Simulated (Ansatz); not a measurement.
# Cu (Fm-3m) in Ansatz: reference runs, part 2 of 2

Ansatz 0.2.0. Earlier steps stand in the parts before.

## Step 4: Single point, PBE, 11.10 Å³/atom (volume scaled by 0.94)

The input, input.yaml:

```yaml
crystal:
  lattice:
    - [0.0, 1.7706018915, 1.7706018915]
    - [1.7706018915, 0.0, 1.7706018915]
    - [1.7706018915, 1.7706018915, 0.0]
  atoms:
    - { symbol: Cu, position: [0.0, 0.0, 0.0] }
hamiltonian:
  xc: pbe
  pseudopotentials: { kind: paw }
kpoints:
  mp_grid: { grid: [13, 13, 13] }
scf:
  occupations: { method: fermi_dirac, width: 0.05 }
output:
  forces: true
  stress: true
  eigenvalues: true
```

Potentials or basis: Ansatz PAW.

Started as:

```console
$ ansatz run input.yaml --threads 1 --pin off --max-ram 2560MiB --backend cpu --events-out ev --progress --plain --runs-dir out
```

The program printed:

```text
Warning: RAYON_NUM_THREADS=1 ignored (pool sized by the plan → 1); use --threads N
Engine: ansatz 0.2.0, aarch64-unknown-linux-gnu
Pseudopotentials: kind: paw
Pseudopotential: Cu, paw, valence charge 19, recommended cutoff 420 eV (normal), Cu.paw.azcp
Functional definition: PBE
  parameter kappa = 0.804
  parameter beta = 0.06672455060314922
  exchange = pbe_x(kappa = kappa, mu = beta*pi^2/3)
  correlation = pbe_c(beta = beta)
Crystal: 1 atoms, lattice volume = 11.102 Å³
Basis set: ecut = 420 eV, 229 PW (Γ), exchange–correlation on 36×36×36 points (8 copies of the dense FFT grid, shifted against one another)
Bands: 14, of which v1, the nominal top of the filled ones, is band 10 counted from 1 (9 counted from 0)
Symmetry: 48 space group operations
Space group: Fm-3m (ITA 225), of the structure as read, at distance tolerance 2.2e-5 Å
k-points: 84 of 2197
Non-local potential: Cu, projectors of the file, l = 0: 3, l = 1: 2, l = 2: 3, l = 3: 1
PAW form: soft (Blöchl's): semilocal exchange-correlation on the pseudo side does not see the compensation charge
[... 24 lines left out ...]
  E_kinetic    = 300.804290
  E_local      = -3935.452856  (includes V_loc(G=0)·N_el)
  E_nonlocal   = 389.006406
  E_hartree    = 1737.771988
  E_xc         = -90.173330
  E_vxc        = -116.413187  (∫ρ·V_xc dr)
  E_paw        = -1661.950405  (= ΣΔE_a)
  E_vpaw       = -450.081531  (= ΣTr[D̂ρ^β])
  E_aug_tail   = 0.000208  (compensation charges beyond the density's cutoff)
  E_ewald      = -3365.149492
  E_smearing   = -0.002728  (= −TS)
  E_closure    = 0.000000  (closes the sum)
  Σ components = -6625.145920   (vs F -6625.145920, Δ=0.00e0)
--- Forces (eV/Å), atoms counted from 1 ---
  atom   1  Cu    -0.00000000    -0.00000000     0.00000000
  max |Σ_I F_I| component: 9.45e-32 eV/Å
--- Stress (GPa, compression-positive) ---
       12.488454       0.000000       0.000000
        0.000000      12.488454      -0.000000
        0.000000       0.000000      12.488454
  P = ⅓ Tr σ = 12.4885 GPa (124.885 kbar)
--- Band table (eV; the first three rows and the last of 84) ---
  k-point 0: bands = ["-94.5931", "-51.8880", "-51.8880", "-51.8880", "8.2480", "14.9417", "14.9417", "14.9417", "15.8590", "15.8590", "41.2500", "44.2289", "44.2289", "44.2289"]
  k-point 1: bands = ["-94.5919", "-51.8958", "-51.8891", "-51.8891", "8.4735", "14.8909", "14.9859", "14.9859", "15.8418", "15.8418", "39.9221", "42.3603", "43.6104", "43.6104"]
  k-point 2: bands = ["-94.5890", "-51.9176", "-51.8923", "-51.8923", "9.1332", "14.7663", "15.0815", "15.0815", "15.8253", "15.8253", "36.0639", "41.8379", "42.6801", "42.6801"]
  k-point 83: bands = ["-94.5687", "-51.9846", "-51.9734", "-51.9389", "13.6944", "14.2234", "14.4872", "15.8242", "16.6169", "23.2156", "25.2377", "27.2933", "27.9610", "46.1553"]
```

Run time: 1.2 s. Hardware: 1 thread of Arm Neoverse V1, shared host; peak memory 0.26 GiB.

Results:

```
Free energy            : -6625.1459 eV
Pressure               : 12.5 GPa
Band gap on the k mesh : none (metal or under the smearing width)
```

## Step 5: Single point, PBE, 11.34 Å³/atom (volume scaled by 0.96)

input.yaml: that of step 4 with these lines changed.

```diff
@@ -2,5 +2,5 @@
   lattice:
-    - [0.0, 1.7706018915, 1.7706018915]
-    - [1.7706018915, 0.0, 1.7706018915]
-    - [1.7706018915, 1.7706018915, 0.0]
+    - [0.0, 1.7830713297, 1.7830713297]
+    - [1.7830713297, 0.0, 1.7830713297]
+    - [1.7830713297, 1.7830713297, 0.0]
   atoms:
```

Started as:

```console
$ ansatz run input.yaml --threads 1 --pin off --max-ram 2560MiB --backend cpu --events-out ev --progress --plain --runs-dir out
```

Run time: 1.2 s. Hardware: 1 thread of Arm Neoverse V1, shared host; peak memory 0.26 GiB.

The run converged. Its results:

| Quantity | Value |
| --- | --- |
| Free energy | -6625.1613 eV |
| Pressure | 8.4 GPa |
| Band gap on the k mesh | none (metal or under the smearing width) |

## Step 6: Single point, PBE, 11.57 Å³/atom (volume scaled by 0.98)

input.yaml: that of step 5 with these lines changed.

```diff
@@ -2,5 +2,5 @@
   lattice:
-    - [0.0, 1.7830713297, 1.7830713297]
-    - [1.7830713297, 0.0, 1.7830713297]
-    - [1.7830713297, 1.7830713297, 0.0]
+    - [0.0, 1.795368762, 1.795368762]
+    - [1.795368762, 0.0, 1.795368762]
+    - [1.795368762, 1.795368762, 0.0]
   atoms:
```

Potentials or basis: Ansatz PAW.

Started as:

```console
$ ansatz run input.yaml --threads 1 --pin off --max-ram 2560MiB --backend cpu --events-out ev --progress --plain --runs-dir out
```

Wall time 1.2 s (1 thread of Arm Neoverse V1, shared host); peak memory 0.26 GiB.

It converged, with:

* Free energy: -6625.1711 eV
* Pressure: 4.9 GPa
* Band gap on the k mesh: none (metal or under the smearing width)

## Step 7: Single point, PBE, 11.81 Å³/atom

input.yaml: that of step 6 with these lines changed.

```diff
@@ -2,5 +2,5 @@
   lattice:
-    - [0.0, 1.795368762, 1.795368762]
-    - [1.795368762, 0.0, 1.795368762]
-    - [1.795368762, 1.795368762, 0.0]
+    - [0.0, 1.8075, 1.8075]
+    - [1.8075, 0.0, 1.8075]
+    - [1.8075, 1.8075, 0.0]
   atoms:
```

Started as:

```console
$ ansatz run input.yaml --threads 1 --pin off --max-ram 2560MiB --backend cpu --events-out ev --progress --plain --runs-dir out
```

It took 1.3 s on 1 thread of Arm Neoverse V1, shared host; peak memory 0.26 GiB.

The run converged. Its results:

- Free energy: -6625.1758 eV
- Pressure: 1.7 GPa
- Band gap on the k mesh: none (metal or under the smearing width)

## Step 8: Single point, PBE, 12.05 Å³/atom (volume scaled by 1.02)

input.yaml: that of step 7 with these lines changed.

```diff
@@ -2,5 +2,5 @@
   lattice:
-    - [0.0, 1.8075, 1.8075]
-    - [1.8075, 0.0, 1.8075]
-    - [1.8075, 1.8075, 0.0]
+    - [0.0, 1.8194705475, 1.8194705475]
+    - [1.8194705475, 0.0, 1.8194705475]
+    - [1.8194705475, 1.8194705475, 0.0]
   atoms:
```

Started as:

```console
$ ansatz run input.yaml --threads 1 --pin off --max-ram 2560MiB --backend cpu --events-out ev --progress --plain --runs-dir out
```

Run time: 1.2 s. Hardware: 1 thread of Arm Neoverse V1, shared host; peak memory 0.26 GiB.

The run converged. Its results:

| Item | Value |
| --- | --- |
| Free energy | -6625.1761 eV |
| Pressure | -1.2 GPa |
| Band gap on the k mesh | none (metal or under the smearing width) |

## Step 9: Single point, PBE, 12.28 Å³/atom (volume scaled by 1.04)

input.yaml: that of step 8 with these lines changed.

```diff
@@ -2,5 +2,5 @@
   lattice:
-    - [0.0, 1.8194705475, 1.8194705475]
-    - [1.8194705475, 0.0, 1.8194705475]
-    - [1.8194705475, 1.8194705475, 0.0]
+    - [0.0, 1.8312856224, 1.8312856224]
+    - [1.8312856224, 0.0, 1.8312856224]
+    - [1.8312856224, 1.8312856224, 0.0]
   atoms:
```

Potentials or basis: Ansatz PAW.

Started as:

```console
$ ansatz run input.yaml --threads 1 --pin off --max-ram 2560MiB --backend cpu --events-out ev --progress --plain --runs-dir out
```

It took 1.2 s on 1 thread of Arm Neoverse V1, shared host; peak memory 0.26 GiB.

Results (log left out):

| Quantity | Value |
| --- | --- |
| Free energy | -6625.1725 eV |
| Pressure | -3.7 GPa |
| Band gap on the k mesh | none (metal or under the smearing width) |

## Step 10: Single point, PBE, 12.52 Å³/atom (volume scaled by 1.06)

input.yaml: that of step 9 with these lines changed.

```diff
@@ -2,5 +2,5 @@
   lattice:
-    - [0.0, 1.8312856224, 1.8312856224]
-    - [1.8312856224, 0.0, 1.8312856224]
-    - [1.8312856224, 1.8312856224, 0.0]
+    - [0.0, 1.8429501765, 1.8429501765]
+    - [1.8429501765, 0.0, 1.8429501765]
+    - [1.8429501765, 1.8429501765, 0.0]
   atoms:
```

Started as:

```console
$ ansatz run input.yaml --threads 1 --pin off --max-ram 2560MiB --backend cpu --events-out ev --progress --plain --runs-dir out
```

Wall time 1.3 s (1 thread of Arm Neoverse V1, shared host); peak memory 0.26 GiB.

Results (log left out):

```
Free energy            : -6625.1654 eV
Pressure               : -5.9 GPa
Band gap on the k mesh : none (metal or under the smearing width)
```

## Step 11: Equation of state, PBE

This step only gathers the single runs of the series.

Results:

* Equilibrium volume: 11.95 Å³/atom
* Bulk modulus: 142 GPa
* Pressure derivative of the bulk modulus: 5.0

Energy against volume, from the lowest point:
```
volume (Å³/atom)  energy (meV/atom)
          11.102              30.22
          11.338              14.85
          11.574               5.09
          11.810               0.33
          12.047               0.00
          12.283               3.60
          12.519              10.69
```

## Step 12: Summary

| task | cell | gap on the mesh (eV) | pressure (GPa) |
| --- | --- | --- | --- |
| single point | as given | none | 1.7 |
| single point | cell strained at random at fixed volume | none | 1.7 |
| equation of state | as given | - | - |

Alike in all rows: level PBE; potentials or basis Ansatz PAW; no spin polarisation; k mesh 13 × 13 × 13; cutoff (eV) 420; smearing fermi-dirac 0.05 eV.

Total energies depend on the potentials used, so only differences within one code and one set of settings carry meaning.
